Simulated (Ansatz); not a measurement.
**GaAs: from bands to localised orbitals, part 1 of 3**

Aim: build maximally localised Wannier functions for GaAs from several sets of trial orbitals, and check spreads and centres, and how well the models interpolate the bands. Plan: PBE, anion s p, 6×6×6; PBE, anion s p, 4×4×4; PBE, anion s p, 8×8×8; PBE, anion p, 6×6×6; PBE, all s p, disentangled, 6×6×6; PBE, cation s and anion p, disentangled, 6×6×6; r2SCAN, anion s p, 6×6×6; r2SCAN, anion p, 6×6×6; r2SCAN, all s p, disentangled, 6×6×6; HSE06, anion s p, 6×6×6; HSE06, anion p, 6×6×6 (level, trial orbitals, Wannier mesh).

Method: plane waves, PAW, in Ansatz 0.2.0.

1 further run of the same task is left out (it didn't finish).

## (1) The starting structure

The structure is cubic, space group F-43m (No. 216). The conventional cell has a = 5.666 Å, b = 5.666 Å, c = 5.666 Å, α = 90.00°, β = 90.00°, γ = 90.00°. Around Ga (site symmetry -43m) lie 4 As at 2.45 Å. As (site symmetry -43m) is surrounded by 4 Ga at 2.45 Å.

Coordinates:

```cif
data_structure
_symmetry_space_group_name_H-M 'P 1'
_symmetry_Int_Tables_number 1
_cell_length_a 4.0066
_cell_length_b 4.0066
_cell_length_c 4.0066
_cell_angle_alpha 60.000
_cell_angle_beta 60.000
_cell_angle_gamma 60.000
_cell_volume 45.48
loop_
_atom_site_label
_atom_site_type_symbol
_atom_site_fract_x
_atom_site_fract_y
_atom_site_fract_z
_atom_site_occupancy
Ga1 Ga 0.00000 0.00000 0.00000 1
As1 As 0.25000 0.25000 0.25000 1
```

Cell and atoms come from an earlier r2SCAN relaxation.

## (2) PBE, anion s p, 6×6×6

Contents of input.yaml:

```yaml
crystal:
  lattice:
    - [0.0, 2.833083191, 2.833083191]
    - [2.833083191, 0.0, 2.833083191]
    - [2.833083191, 2.833083191, 0.0]
  atoms:
    - { symbol: Ga, position: [0.0, 0.0, 0.0] }
    - { symbol: As, position: [0.25, 0.25, 0.25] }
kpoints:
  mp_grid: { grid: [6, 6, 6] }
  band_path:
    path:
      - [[0.0, 0.0, 0.0], [-0.5, -0.5, -7.463880342104e-34], [-0.375, -0.375, 0.25]]
      - [[-0.375, 2.128612146609e-17, 0.375], [0.0, 0.0, 0.0], [-2.495874589213e-18, -2.495874589213e-18, 0.5], [-0.5, -0.25, 0.25], [-0.5, -0.5, -7.463880342104e-34]]
    npoints: 10
hamiltonian:
  xc: pbe
scf:
  occupations: { method: fixed }
  n_extra_bands: 6
output:
  forces: false
  stress: false
  eigenvalues: true
  wannier:
    kmesh: [6, 6, 6]
    projections: [{ species: As, l: s, shell: 4 }, { species: As, l: p, shell: 4 }]
    minimise: true
    write_hr: true
    conv_tol: 1.0e-08
    max_iter: 3000
```

Run with:

```console
$ ansatz run input.yaml --threads 4 --pin off --max-ram 3686MiB --backend cpu --events-out ev --progress --plain --runs-dir out
```

The program printed:

```text
Warning: RAYON_NUM_THREADS=4 ignored (pool sized by the plan → 4); use --threads N
scf.n_extra_bands = 6 over 14 filled bands (N_el = 28.0): the run solves 20 bands
Engine: ansatz 0.2.0, aarch64-unknown-linux-gnu
Pseudopotentials: kind: paw
Pseudopotential: Ga, paw, valence charge 13, recommended cutoff 420 eV (normal), Ga.paw.azcp
Pseudopotential: As, paw, valence charge 15, recommended cutoff 420 eV (normal), As.paw.azcp
Functional definition: PBE
  parameter kappa = 0.804
  parameter beta = 0.06672455060314922
  exchange = pbe_x(kappa = kappa, mu = beta*pi^2/3)
  correlation = pbe_c(beta = beta)
Crystal: 2 atoms, lattice volume = 45.479 Å³
Basis set: ecut = 420 eV, 893 PW (Γ)
Bands: 20, of which v1, the nominal top of the filled ones, is band 14 counted from 1 (13 counted from 0)
Symmetry: 24 space group operations
Space group: F-43m (ITA 216), of the structure as read, at distance tolerance 3.6e-5 Å
k-points: 16 of 216 (time reversal used)
Non-local potential: Ga, projectors of the file, l = 0: 2, l = 1: 2, l = 2: 3, l = 3: 1
Non-local potential: As, projectors of the file, l = 0: 2, l = 1: 2, l = 2: 3, l = 3: 1
PAW form: soft (Blöchl's): semilocal exchange-correlation on the pseudo side does not see the compensation charge
PAW one-centre angular grid: Ga, 590 points (default); XC on 64 Gauss nodes
PAW one-centre angular grid: As, 590 points (default); XC on 64 Gauss nodes
Initial density: superposition of atomic densities (neutral atoms: chi_scale 0, normalization atom), corrected by the library's trained network
Initial wavefunctions: pseudopotential atomic-orbital guess
Functional: x = pbe(κ = 0.804, μ = 0.2195149727645171), c = pbe(β = 0.06672455060314922)
SCF iter   1: F=—  HF=-8639.820536 eV  |F-HF|=—  |Δ(HF+E_count)|=         —  Δρ=1.51e-3  dr2=1.55e-3  ethr=1.77e-3  ⟨swp⟩=4.4  Hψ=1292  notcnv=0  defer=55
preconditioner: auto → none  [insulator: Δε(μ)=0.458 eV  Ē_g=17.198 eV  n_scr=14 (ndim 8)  ℏωp=23.4 eV  f_vac=0.091  ε∞_Penn≈2.8]
SCF iter   2: F=—  HF=-8639.819728 eV  |F-HF|=—  |Δ(HF+E_count)|=   8.07e-4  Δρ=7.65e-4  dr2=2.61e-4  ethr=5.54e-6  ⟨swp⟩=2.0  Hψ=629  notcnv=0  defer=59
SCF iter   3: F=—  HF=-8639.819631 eV  |F-HF|=—  |Δ(HF+E_count)|=   9.70e-5  Δρ=2.22e-4  dr2=3.00e-5  ethr=9.30e-7  ⟨swp⟩=2.0  Hψ=474  notcnv=0  defer=59
SCF iter   4: F=—  HF=-8639.819649 eV  |F-HF|=—  |Δ(HF+E_count)|=   1.81e-5  Δρ=9.29e-5  dr2=4.24e-6  ethr=1.07e-7  ⟨swp⟩=2.0  Hψ=356  notcnv=0  defer=29
SCF iter   5: F=—  HF=-8639.819655 eV  |F-HF|=—  |Δ(HF+E_count)|=   5.54e-6  Δρ=1.76e-5  dr2=1.62e-7  ethr=1.51e-8  ⟨swp⟩=2.0  Hψ=437  notcnv=0  defer=45
SCF iter   6: F=-8639.819655 eV  HF=-8639.819655 eV  |F-HF|=1.80e-8  |Δ(HF+E_count)|=   2.58e-7  Δρ=5.07e-6  dr2=9.75e-9  ethr=3.57e-10  ⟨swp⟩=7.8  Hψ=1525  notcnv=0
SCF 1 converged in 6 iterations: F = -8639.819655 eV  dr2 = 9.75e-9
NSCF: frozen V_eff on 62 k-points
NSCF: frozen V_eff on 19 k-points
the Wannier pass solved 19 of the 216 points of its mesh, and has the states at the others by symmetry: states obtained by the crystal's operations at points that were solved too leave a residual of 1.43e-13 eV (read by the count's bands and the next), within 6.67e-6 eV
SCF converged after 6 iterations
Free energy (F): -8639.819655 eV
Harris-Foulkes:  -8639.819655 eV  (|F-HF|=1.80e-8)
Internal energy: -8639.819655 eV  (E = F + TS)
E sigma→0 (E₀):  -8639.819655 eV
Fermi energy:    8.101805 eV
--- Per-component energies (eV) ---
  E_band       = -313.901098
  E_kinetic    = 219.361886
  E_local      = -3925.421808  (includes V_loc(G=0)·N_el)
  E_nonlocal   = -245.684545
  E_hartree    = 1977.533265
  E_xc         = -148.378515
  E_vxc        = -137.380749  (∫ρ·V_xc dr)
  E_paw        = -3824.439613  (= ΣΔE_a)
  E_vpaw       = -179.838876  (= ΣTr[D̂ρ^β])
  E_aug_tail   = -0.000129  (compensation charges beyond the density's cutoff)
  E_ewald      = -2692.790197
  E_smearing   = -0.000000  (= −TS)
  E_closure    = 0.000000  (closes the sum)
  Σ components = -8639.819655   (vs F -8639.819655, Δ=0.00e0)
--- Band table (eV; the first three rows and the last of 16) ---
  k-point 0: bands = ["-27.0169", "-27.0169", "-27.0169", "-27.0074", "-27.0074", "-6.6799", "-6.6799", "-6.6799", "-6.6028", "-6.6028", "-4.5789", "8.1018", "8.1018", "8.1018", "8.5658", "11.8337", "11.8337", "11.8337", "15.6755", "18.2415"]
  k-point 1: bands = ["-27.0168", "-27.0167", "-27.0167", "-27.0074", "-27.0074", "-6.7021", "-6.6740", "-6.6740", "-6.6030", "-6.6030", "-4.2615", "5.3925", "7.7253", "7.7253", "9.7064", "12.3763", "12.3763", "12.7642", "17.0256", "17.1564"]
  k-point 2: bands = ["-27.0167", "-27.0163", "-27.0163", "-27.0072", "-27.0072", "-6.7409", "-6.6644", "-6.6644", "-6.6013", "-6.6013", "-3.4431", "2.7488", "7.1839", "7.1839", "9.2983", "12.7964", "12.7964", "15.3192", "16.8527", "17.7725"]
  k-point 15: bands = ["-27.0171", "-27.0158", "-27.0151", "-27.0076", "-27.0067", "-6.7808", "-6.6443", "-6.6359", "-6.6171", "-6.5963", "-2.0634", "1.4507", "4.7885", "4.9319", "11.3788", "11.5443", "15.1905", "15.4934", "19.0909", "20.3399"]
Wannier search: line search 1 of at most 3000: gauge-dependent spread (as the search counts it) 3.8607518 Å², largest recent change 4.7e-1 Å² and fall left 2.7e-3 Å² against conv_tol 1.0e-8 Å², 0 stops escaped
```

Wall time 2.6 s (4 threads of Arm Neoverse N1, shared host); peak memory 0.33 GiB.

wannier.win names the bands that the functions span: 11-14 (counted from 1; 14 are filled).

The head of wannier.spreads.toml:

```toml
omega_i_ang2 = 7.848105141141545
omega_d_ang2 = 0.007519246910680355
omega_od_ang2 = 0.5805421309140308
omega_total_ang2 = 8.436166518966257
least_projectability = 0.6979078069388808
b_vectors_match_mmn = true
n_iter = 23
converged = true
rejected_fitted_steps = 0
```

The functions (centres in Å, on-site energies from the top of the filled bands):

| n | x | y | z | spread (Å²) | on-site (eV) | nearest atoms | distance (Å) |
| --- | --- | --- | --- | --- | --- | --- | --- |
| 1 | 0.867 | 1.966 | 1.966 | 2.109 | -5.256 | As2 | 0.95 |
| 2 | 1.966 | 0.867 | 1.966 | 2.109 | -5.256 | As2 | 0.95 |
| 3 | 0.867 | 0.867 | 0.867 | 2.109 | -5.256 | As2 | 0.95 |
| 4 | 1.966 | 1.966 | 0.867 | 2.109 | -5.256 | As2 | 0.95 |

The largest hoppings ⟨m, 0|H|n, R⟩, one of each Hermitian pair (signs follow the phases of the functions):

| m | n | R | distance (Å) | t (eV) |
| --- | --- | --- | --- | --- |
| 2 | 4 | 0 0 0 | 1.55 | -1.842 |
| 3 | 4 | 0 0 0 | 1.55 | -1.842 |
| 1 | 4 | 0 0 0 | 1.55 | -1.842 |
| 2 | 3 | 0 0 0 | 1.55 | -1.842 |
| 1 | 2 | 0 0 0 | 1.55 | -1.842 |
| 1 | 3 | 0 0 0 | 1.55 | -1.842 |
| 2 | 4 | 0 1 -1 | 2.45 | -0.960 |
| 1 | 2 | 1 -1 0 | 2.45 | -0.960 |
| 4 | 3 | 0 0 1 | 2.45 | -0.960 |
| 1 | 4 | 1 0 -1 | 2.45 | -0.960 |
| 2 | 3 | 0 1 0 | 2.45 | -0.960 |
| 1 | 3 | 1 0 0 | 2.45 | -0.960 |
| 3 | 3 | 1 0 0 | 4.01 | 0.331 |
| 1 | 1 | 1 -1 0 | 4.01 | 0.331 |

Interpolated bands at the corners of the path, eV from the top of the filled bands:

| point | e1 | e2 | e3 | e4 |
| --- | --- | --- | --- | --- |
| Γ | -12.68 | 0.00 | 0.00 | 0.00 |
| X | -10.21 | -6.78 | -2.65 | -2.65 |
| U | -10.25 | -6.59 | -3.82 | -2.25 |
| K | -10.25 | -6.59 | -3.82 | -2.25 |
| Γ | -12.68 | 0.00 | 0.00 | 0.00 |
| L | -10.94 | -6.60 | -1.13 | -1.13 |
| W | -10.15 | -6.57 | -3.55 | -3.32 |
| X | -10.21 | -6.78 | -2.65 | -2.65 |

Along the path each interpolated band stays within 0.02, 0.34, 0.11, 0.04 eV of the nearest computed level, from the lowest band up.

## (3) PBE, anion s p, 4×4×4

Edit input.yaml of step 2 so:

```diff
@@ -25,3 +25,3 @@
   wannier:
-    kmesh: [6, 6, 6]
+    kmesh: [4, 4, 4]
     projections: [{ species: As, l: s, shell: 4 }, { species: As, l: p, shell: 4 }]
```

Run with:

```console
$ ansatz run input.yaml --threads 4 --pin off --max-ram 3686MiB --backend cpu --events-out ev --progress --plain --runs-dir out
```

The program printed, shortened:

```text
Warning: RAYON_NUM_THREADS=4 ignored (pool sized by the plan → 4); use --threads N
scf.n_extra_bands = 6 over 14 filled bands (N_el = 28.0): the run solves 20 bands
[...]
[... 4 set-up lines as earlier in the session ...]
[...]
Crystal: 2 atoms, lattice volume = 45.479 Å³
[...]
E sigma→0 (E₀):  -8639.819655 eV
Fermi energy:    8.101805 eV
[...]
--- Band table (eV; the first three rows and the last of 16) ---
  k-point 0: bands = ["-27.0169", "-27.0169", "-27.0169", "-27.0074", "-27.0074", "-6.6799", "-6.6799", "-6.6799", "-6.6028", "-6.6028", "-4.5789", "8.1018", "8.1018", "8.1018", "8.5658", "11.8337", "11.8337", "11.8337", "15.6755", "18.2415"]
[...]
Wannier search: line search 1 of at most 3000: gauge-dependent spread (as the search counts it) 3.5658675 Å², largest recent change 2.6e-1 Å² and fall left 2.2e-3 Å² against conv_tol 1.0e-8 Å², 0 stops escaped
```

It took 2.2 s on 4 threads of Arm Neoverse N1, shared host; peak memory 0.31 GiB.

wannier.win names the bands that the functions span: 11-14 (counted from 1; 14 are filled).

The head of wannier.spreads.toml:

```toml
omega_i_ang2 = 6.5713021952574096
omega_d_ang2 = 0.007102871476778207
omega_od_ang2 = 0.5895857014180638
omega_total_ang2 = 7.167990768152252
least_projectability = 0.7375563345479087
b_vectors_match_mmn = true
n_iter = 20
converged = true
rejected_fitted_steps = 1
```

The functions (centres in Å, on-site energies from the top of the filled bands):

| n | x | y | z | spread (Å²) | on-site (eV) | nearest atoms | distance (Å) |
| --- | --- | --- | --- | --- | --- | --- | --- |
| 1 | 0.866 | 1.967 | 1.967 | 1.792 | -5.237 | As2 | 0.95 |
| 2 | 1.967 | 1.967 | 0.866 | 1.792 | -5.237 | As2 | 0.95 |
| 3 | 0.866 | 0.866 | 0.866 | 1.792 | -5.237 | As2 | 0.95 |
| 4 | 1.967 | 0.866 | 1.967 | 1.792 | -5.237 | As2 | 0.95 |

Along the path each interpolated band stays within 0.07, 0.61, 0.26, 0.11 eV of the nearest computed level, from the lowest band up.

## (4) PBE, anion s p, 8×8×8

Edit input.yaml of step 3 so:

```diff
@@ -25,3 +25,3 @@
   wannier:
-    kmesh: [4, 4, 4]
+    kmesh: [8, 8, 8]
     projections: [{ species: As, l: s, shell: 4 }, { species: As, l: p, shell: 4 }]
@@ -31 +31,5 @@
     max_iter: 3000
+  write_density: true
+  write_potential: true
+  elf: true
+  volumetric_format: npy
```

Run with:

```console
$ ansatz run input.yaml --threads 4 --pin off --max-ram 3686MiB --backend cpu --events-out ev --progress --plain --runs-dir out
```

The program printed, shortened:

```text
Warning: RAYON_NUM_THREADS=4 ignored (pool sized by the plan → 4); use --threads N
scf.n_extra_bands = 6 over 14 filled bands (N_el = 28.0): the run solves 20 bands
[...]
[... 4 set-up lines as earlier in the session ...]
[...]
Crystal: 2 atoms, lattice volume = 45.479 Å³
[...]
E sigma→0 (E₀):  -8639.819655 eV
Fermi energy:    8.101805 eV
[...]
--- Band table (eV; the first three rows and the last of 16) ---
  k-point 0: bands = ["-27.0169", "-27.0169", "-27.0169", "-27.0074", "-27.0074", "-6.6799", "-6.6799", "-6.6799", "-6.6028", "-6.6028", "-4.5789", "8.1018", "8.1018", "8.1018", "8.5658", "11.8337", "11.8337", "11.8337", "15.6755", "18.2415"]
[...]
Wannier search: line search 1 of at most 3000: gauge-dependent spread (as the search counts it) 3.9658367 Å², largest recent change 6.0e-1 Å² and fall left 2.2e-3 Å² against conv_tol 1.0e-8 Å², 0 stops escaped
```

Run time: 3.5 s. Hardware: 4 threads of Arm Neoverse N1, shared host; peak memory 0.41 GiB.

wannier.win names the bands that the functions span: 11-14 (counted from 1; 14 are filled).

The head of wannier.spreads.toml:

```toml
omega_i_ang2 = 8.534078929859817
omega_d_ang2 = 0.00776326290253553
omega_od_ang2 = 0.5541110675779019
omega_total_ang2 = 9.095953260340254
least_projectability = 0.6871674894725738
b_vectors_match_mmn = true
n_iter = 28
converged = true
rejected_fitted_steps = 1
```

The functions (centres in Å, on-site energies from the top of the filled bands):

| n | x | y | z | spread (Å²) | on-site (eV) | nearest atoms | distance (Å) |
| --- | --- | --- | --- | --- | --- | --- | --- |
| 1 | 1.965 | 0.868 | 1.965 | 2.274 | -5.258 | As2 | 0.95 |
| 2 | 0.868 | 1.965 | 1.965 | 2.274 | -5.258 | As2 | 0.95 |
| 3 | 1.965 | 1.965 | 0.868 | 2.274 | -5.258 | As2 | 0.95 |
| 4 | 0.868 | 0.868 | 0.868 | 2.274 | -5.258 | As2 | 0.95 |

Along the path each interpolated band stays within 0.01, 0.26, 0.03, 0.02 eV of the nearest computed level, from the lowest band up.

## (5) PBE, anion p, 6×6×6

Edit input.yaml of step 4 so:

```diff
@@ -25,4 +25,4 @@
   wannier:
-    kmesh: [8, 8, 8]
-    projections: [{ species: As, l: s, shell: 4 }, { species: As, l: p, shell: 4 }]
+    kmesh: [6, 6, 6]
+    projections: [{ species: As, l: p, shell: 4 }]
     minimise: true
@@ -31,5 +31 @@
     max_iter: 3000
-  write_density: true
-  write_potential: true
-  elf: true
-  volumetric_format: npy
```

Run with:

```console
$ ansatz run input.yaml --threads 4 --pin off --max-ram 3686MiB --backend cpu --events-out ev --progress --plain --runs-dir out
```

The program printed:

```text
Warning: RAYON_NUM_THREADS=4 ignored (pool sized by the plan → 4); use --threads N
scf.n_extra_bands = 6 over 14 filled bands (N_el = 28.0): the run solves 20 bands
[... 9 set-up lines as earlier in the session ...]
Crystal: 2 atoms, lattice volume = 45.479 Å³
Basis set: ecut = 420 eV, 893 PW (Γ)
Bands: 20, of which v1, the nominal top of the filled ones, is band 14 counted from 1 (13 counted from 0)
[... 2 set-up lines as earlier in the session ...]
k-points: 16 of 216 (time reversal used)
[... 8 set-up lines as earlier in the session ...]
SCF iter   1: F=—  HF=-8639.820536 eV  |F-HF|=—  |Δ(HF+E_count)|=         —  Δρ=1.51e-3  dr2=1.55e-3  ethr=1.77e-3  ⟨swp⟩=4.4  Hψ=1292  notcnv=0  defer=55
preconditioner: auto → none  [insulator: Δε(μ)=0.458 eV  Ē_g=17.198 eV  n_scr=14 (ndim 8)  ℏωp=23.4 eV  f_vac=0.091  ε∞_Penn≈2.8]
SCF iter   2: F=—  HF=-8639.819728 eV  |F-HF|=—  |Δ(HF+E_count)|=   8.07e-4  Δρ=7.65e-4  dr2=2.61e-4  ethr=5.54e-6  ⟨swp⟩=2.0  Hψ=629  notcnv=0  defer=59
SCF iter   3: F=—  HF=-8639.819631 eV  |F-HF|=—  |Δ(HF+E_count)|=   9.70e-5  Δρ=2.22e-4  dr2=3.00e-5  ethr=9.30e-7  ⟨swp⟩=2.0  Hψ=474  notcnv=0  defer=59
SCF iter   4: F=—  HF=-8639.819649 eV  |F-HF|=—  |Δ(HF+E_count)|=   1.81e-5  Δρ=9.29e-5  dr2=4.24e-6  ethr=1.07e-7  ⟨swp⟩=2.0  Hψ=356  notcnv=0  defer=29
SCF iter   5: F=—  HF=-8639.819655 eV  |F-HF|=—  |Δ(HF+E_count)|=   5.54e-6  Δρ=1.76e-5  dr2=1.62e-7  ethr=1.51e-8  ⟨swp⟩=2.0  Hψ=437  notcnv=0  defer=45
SCF iter   6: F=-8639.819655 eV  HF=-8639.819655 eV  |F-HF|=1.80e-8  |Δ(HF+E_count)|=   2.58e-7  Δρ=5.07e-6  dr2=9.75e-9  ethr=3.57e-10  ⟨swp⟩=7.8  Hψ=1525  notcnv=0
SCF 1 converged in 6 iterations: F = -8639.819655 eV  dr2 = 9.75e-9
NSCF: frozen V_eff on 62 k-points
NSCF: frozen V_eff on 19 k-points
the Wannier pass solved 19 of the 216 points of its mesh, and has the states at the others by symmetry: states obtained by the crystal's operations at points that were solved too leave a residual of 1.43e-13 eV (read by the count's bands and the next), within 6.67e-6 eV
SCF converged after 6 iterations
Free energy (F): -8639.819655 eV
Harris-Foulkes:  -8639.819655 eV  (|F-HF|=1.80e-8)
Internal energy: -8639.819655 eV  (E = F + TS)
E sigma→0 (E₀):  -8639.819655 eV
Fermi energy:    8.101805 eV
--- Per-component energies (eV) ---
  E_band       = -313.901098
  E_kinetic    = 219.361886
  E_local      = -3925.421808  (includes V_loc(G=0)·N_el)
  E_nonlocal   = -245.684545
  E_hartree    = 1977.533265
  E_xc         = -148.378515
  E_vxc        = -137.380749  (∫ρ·V_xc dr)
  E_paw        = -3824.439613  (= ΣΔE_a)
  E_vpaw       = -179.838876  (= ΣTr[D̂ρ^β])
  E_aug_tail   = -0.000129  (compensation charges beyond the density's cutoff)
  E_ewald      = -2692.790197
  E_smearing   = -0.000000  (= −TS)
  E_closure    = 0.000000  (closes the sum)
  Σ components = -8639.819655   (vs F -8639.819655, Δ=0.00e0)
--- Band table (eV; the first three rows and the last of 16) ---
  k-point 0: bands = ["-27.0169", "-27.0169", "-27.0169", "-27.0074", "-27.0074", "-6.6799", "-6.6799", "-6.6799", "-6.6028", "-6.6028", "-4.5789", "8.1018", "8.1018", "8.1018", "8.5658", "11.8337", "11.8337", "11.8337", "15.6755", "18.2415"]
  k-point 1: bands = ["-27.0168", "-27.0167", "-27.0167", "-27.0074", "-27.0074", "-6.7021", "-6.6740", "-6.6740", "-6.6030", "-6.6030", "-4.2615", "5.3925", "7.7253", "7.7253", "9.7064", "12.3763", "12.3763", "12.7642", "17.0256", "17.1564"]
  k-point 2: bands = ["-27.0167", "-27.0163", "-27.0163", "-27.0072", "-27.0072", "-6.7409", "-6.6644", "-6.6644", "-6.6013", "-6.6013", "-3.4431", "2.7488", "7.1839", "7.1839", "9.2983", "12.7964", "12.7964", "15.3192", "16.8527", "17.7725"]
  k-point 15: bands = ["-27.0171", "-27.0158", "-27.0151", "-27.0076", "-27.0067", "-6.7808", "-6.6443", "-6.6359", "-6.6171", "-6.5963", "-2.0634", "1.4507", "4.7885", "4.9319", "11.3788", "11.5443", "15.1905", "15.4934", "19.0909", "20.3399"]
Wannier search: line search 1 of at most 3000: gauge-dependent spread (as the search counts it) 1.2278678 Å², largest recent change 1.8e-1 Å² and fall left 3.2e-4 Å² against conv_tol 1.0e-8 Å², 0 stops escaped
```

It took 2.6 s on 4 threads of Arm Neoverse N1, shared host; peak memory 0.33 GiB.

wannier.win, as written (k points left out):

```
! ansatz wannier90 interface
! projections by site (counted from 0) and shell: 1 4P
! states of the run's bands (counted from 1): 12-14
! their least projectability: 0.5204
num_bands = 3
num_wann  = 3
num_iter  = 2000
conv_tol = 1e-8
conv_window = 5
guiding_centres = true
write_hr = true

begin unit_cell_cart
Ang
  0.0  2.833083191  2.833083191
  2.833083191  0.0  2.833083191
  2.833083191  2.833083191  0.0
end unit_cell_cart

begin atoms_frac
Ga  0.0  0.0  0.0
As  0.25  0.25  0.25
end atoms_frac

mp_grid = 6 6 6
```

wannier.win names the bands that the functions span: 12-14 (counted from 1; 14 are filled).

The head of wannier.spreads.toml:

```toml
omega_i_ang2 = 9.41148014495614
omega_d_ang2 = 0.025313972631923243
omega_od_ang2 = 0.5835370145818645
omega_total_ang2 = 10.020331132169929
least_projectability = 0.5203547019312379
b_vectors_match_mmn = true
n_iter = 26
converged = true
rejected_fitted_steps = 1
```

The functions (centres in Å, on-site energies from the top of the filled bands):

| n | x | y | z | spread (Å²) | on-site (eV) | nearest atoms | distance (Å) |
| --- | --- | --- | --- | --- | --- | --- | --- |
| 1 | 1.231 | 1.602 | 1.773 | 3.340 | -3.347 | As2 | 0.44 |
| 2 | 1.773 | 1.602 | 1.231 | 3.340 | -3.347 | As2 | 0.44 |
| 3 | 1.231 | 1.060 | 1.231 | 3.340 | -3.347 | As2 | 0.44 |

The largest hoppings ⟨m, 0|H|n, R⟩, one of each Hermitian pair (signs follow the phases of the functions):

| m | n | R | distance (Å) | t (eV) |
| --- | --- | --- | --- | --- |
| 2 | 2 | 0 1 -1 | 4.01 | 0.758 |
| 3 | 3 | 0 1 0 | 4.01 | 0.758 |
| 1 | 1 | 1 -1 0 | 4.01 | 0.758 |
| 1 | 3 | 1 0 0 | 3.24 | -0.722 |
| 1 | 2 | 1 0 -1 | 3.24 | -0.722 |
| 2 | 3 | 0 0 1 | 3.24 | -0.722 |
| 1 | 2 | 1 -1 0 | 3.68 | 0.401 |
| 2 | 3 | 0 1 0 | 3.68 | 0.401 |
| 1 | 3 | 1 -1 0 | 3.68 | 0.401 |
| 3 | 2 | 0 1 -1 | 3.68 | 0.401 |
| 1 | 3 | 0 1 0 | 3.68 | 0.401 |
| 1 | 2 | 0 1 -1 | 3.68 | 0.401 |
| 1 | 1 | 1 0 -1 | 4.01 | 0.388 |
| 3 | 3 | 0 0 1 | 4.01 | 0.388 |

Interpolated bands at the corners of the path, eV from the top of the filled bands:

| point | e1 | e2 | e3 |
| --- | --- | --- | --- |
| Γ | 0.00 | 0.00 | 0.00 |
| X | -6.78 | -2.65 | -2.65 |
| U | -6.58 | -3.83 | -2.25 |
| K | -6.58 | -3.83 | -2.25 |
| Γ | 0.00 | 0.00 | 0.00 |
| L | -6.60 | -1.13 | -1.13 |
| W | -6.57 | -3.55 | -3.33 |
| X | -6.78 | -2.65 | -2.65 |

Along the path each interpolated band stays within 0.34, 0.11, 0.04 eV of the nearest computed level, from the lowest band up.

(Continued in part 2 of 3.)
